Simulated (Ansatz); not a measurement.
Structure search for Au (sheets)

These are results of DFT PBE, scalar-relativistic, plane waves, PAW (Ansatz), not measurements. Settings: cutoff 420 eV, Γ-centred meshes spaced at most about 0.3 Å⁻¹, and about 0.25 Å⁻¹ or finer for metals (2π included), Gaussian smearing. No spin polarisation.

Energies count from the standard state of Au at the same level.

These are static total energies at zero pressure. The comparison covers the computed candidates alone. Spin–orbit coupling, which can matter for Au, is left out.

Invented guesses were relaxed alike, and ends that match in structure were merged. ΔE counts from the first row. Coordination counts all near atoms (those within 1.25 times the shortest distance at each site). All are two-dimensional sheets, periodic along a and b, with vacuum along c.

```tsv
#	reached from	layer group	atoms	Å²/atom	coordination	ΔE (meV/atom)	gap on mesh (eV)
1	random sheet	p6/mmm (No. 80)	3	6.5	Au 6	0	0.00
2	thin slice cut from a crystal along (001)	p4/nmm (No. 64)	2	3.8	Au 8	131	0.00
3	random sheet	p4/mmm (No. 61)	1	7.1	Au 4	307	0.00
4	random sheet	p6/mmm (No. 80)	2	8.7	Au 3	646	0.00
```

The lowest: Layer group p6/mmm (No. 80), a = 4.749 Å, b = 4.749 Å, γ = 120.0°, thickness 0.00 Å between the outermost nuclei. Au at height 0.00 Å has 6 Au at 2.74 Å. Its energy over the standard state is +0.27 eV/atom. It lies above the standard state, so it could only be metastable.

```
Au
1.0
     4.74871    0.00000    0.00000
    -2.37435    4.11250    0.00000
     0.00000    0.00000   24.64238
Au
3
Cartesian
  0.0000 2.7417 7.5000
  2.3744 1.3708 7.5000
  0.0000 0.0000 7.5000
```

The second: Layer group p4/nmm (No. 64), a = 2.749 Å, b = 2.749 Å, γ = 90.0°, thickness 2.29 Å between the outermost nuclei. Au at height 0.00 Å has 8 Au at 2.75–3.00 Å. Counting all near atoms, the first has Au 6 and the second has Au 8. Cells relaxed within their symmetry can be saddle points. Some types were kept out of the candidates beforehand, so the set may lack a known form.
